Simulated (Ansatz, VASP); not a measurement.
TaN in VASP and in Ansatz

```
CELL_PARAMETERS angstrom
2.88094 0.00000 0.00000
-1.44047 2.49497 0.00000
0.00000 0.00000 2.99832
ATOMIC_POSITIONS crystal
Ta 0.33333 0.66667 0.50000
N 0.00000 0.00000 0.00000
```

Change from the starting cell: z stretched by +4 % at fixed volume.

Alike in both runs: task single point; functional PBE; k mesh 12 × 12 × 10; occupations fermi-dirac, width 0.02 eV; no spin polarisation.

|  | VASP | Ansatz |
| --- | --- | --- |
| version | VASP 6.6.1 | Ansatz 0.2.0 |
| potentials or method | VASP PAW PBE potentials, release 64 (Ta_pv, N), cutoff 520 eV | all-electron LAPW, scalar-relativistic |

|  | VASP | Ansatz | Ansatz less VASP |
| --- | --- | --- | --- |
| pressure (GPa) | 4.6 | 4.0 | -0.52 |
| largest component of the traceless stress (GPa) | 23.93 | 23.96 | +0.029 |

Ansatz ran all-electron here, so the differences hold the error of VASP's frozen core and of both bases.

The runs have no spin-orbit coupling, so splittings on Ta are missing.
